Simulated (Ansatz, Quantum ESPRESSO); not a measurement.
This is a calculation of FeO (Wuestite) for Ansatz 0.2.0. 

The input input.yaml:

```yaml
crystal:
  lattice:
    - [0.0, 2.1554, 2.1554]
    - [2.1554, 0.0, 2.1554]
    - [2.1554, 2.1554, 0.0]
  atoms:
    - { symbol: Fe, position: [0.0, 0.0, 0.0], spin: 3.0 }
    - { symbol: O, position: [0.5, 0.5, 0.5] }
kpoints:
  mp_grid: { grid: [11, 11, 11] }
scf:
  occupations: { method: fermi_dirac, width: 0.05 }
hamiltonian:
  xc: pbesol
  pseudopotentials: { kind: all_electron, lapw: { basis_error: 0.001 } }
magnetization:
  spin_polarized: true
output:
  forces: true
  stress: true
  eigenvalues: true
```

Potentials or basis: all-electron LAPW, scalar-relativistic.

The run is started by

```bash
$ ansatz run input.yaml --threads 2 --pin off --max-ram 6144MiB --backend cpu --events-out ev --progress --plain --runs-dir out
```

**Question.** Translate it to Quantum ESPRESSO 7.5 (ASE script). Potentials or basis there: GBRV 1.5 PBEsol, cutoff 762 eV.

**Answer.** As run (cutoffs and basis follow the program's own potentials, and thresholds, step limits or extra output files can differ):

File run.py:

```python
import numpy as np
from ase.calculators.espresso import Espresso, EspressoProfile
from ase.io import read

atoms = read('FeO.cif')
atoms.set_initial_magnetic_moments([3.0, 0.0])

input_data = {
    'control': {'calculation': 'scf', 'prefix': 'pwscf', 'outdir': './tmp', 'tprnfor': True, 'tstress': True, 'disk_io': 'nowf'},
    'system': {'ecutwfc': 56.0, 'ecutrho': 448.0, 'nbnd': 21, 'occupations': 'smearing', 'smearing': 'fd', 'degauss': 0.00367493, 'nspin': 2},
    'electrons': {'conv_thr': 4e-10, 'electron_maxstep': 120, 'mixing_beta': 0.3},
}
pseudopotentials = {'Fe': 'fe_pbesol_v1.5.uspp.F.UPF', 'O': 'o_pbesol_v1.2.uspp.F.UPF'}
profile = EspressoProfile(command='mpirun -n 2 pw.x -nk 2', pseudo_dir='pseudo')
dft = Espresso(profile=profile, input_data=input_data, pseudopotentials=pseudopotentials, kpts=(11, 11, 11), koffset=(0, 0, 0))
atoms.calc = dft

print(f'energy {atoms.get_potential_energy():.8f} eV')
print('forces (eV/A)')
print(np.round(atoms.get_forces(), 6))
print('stress (eV/A^3, Voigt)')
print(np.round(atoms.get_stress(), 8))
print(f'Fermi level {dft.get_fermi_level():.4f} eV')
```

Contents of FeO.cif:

```cif
data_FeO
_cell_length_a 3.04819591
_cell_length_b 3.04819591
_cell_length_c 3.04819591
_cell_angle_alpha 60.00000000
_cell_angle_beta 60.00000000
_cell_angle_gamma 60.00000000
_space_group_name_H-M_alt 'P1'
_space_group_name_Hall 'P 1'
_space_group_IT_number 1
loop_
_space_group_symop_operation_xyz
'x,y,z'
loop_
_atom_site_label
_atom_site_type_symbol
_atom_site_symmetry_multiplicity
_atom_site_Wyckoff_symbol
_atom_site_fract_x
_atom_site_fract_y
_atom_site_fract_z
_atom_site_occupancy
Fe1 Fe 1 a 0.0000000000 0.0000000000 0.0000000000 1
O1 O 1 a 0.5000000000 0.5000000000 0.5000000000 1
```

Potentials or basis: GBRV 1.5 PBEsol.

Run with:

```bash
$ OMP_NUM_THREADS=1 python run.py
```

Both were run:

|  | Ansatz | Quantum ESPRESSO |
| --- | --- | --- |
| Pressure | -8.6 GPa | -8.4 GPa |
| Net moment | 4.00 μB per cell | 4.00 μB per cell |
| Absolute moment | 4.01 μB per cell | 4.01 μB per cell |

Where Ansatz's input types no cutoff or centring, it takes its own default and a Γ-centred mesh.

The magnetic state is the one that the start led to; the real crystal's order can differ.

Pressure is positive in compression.
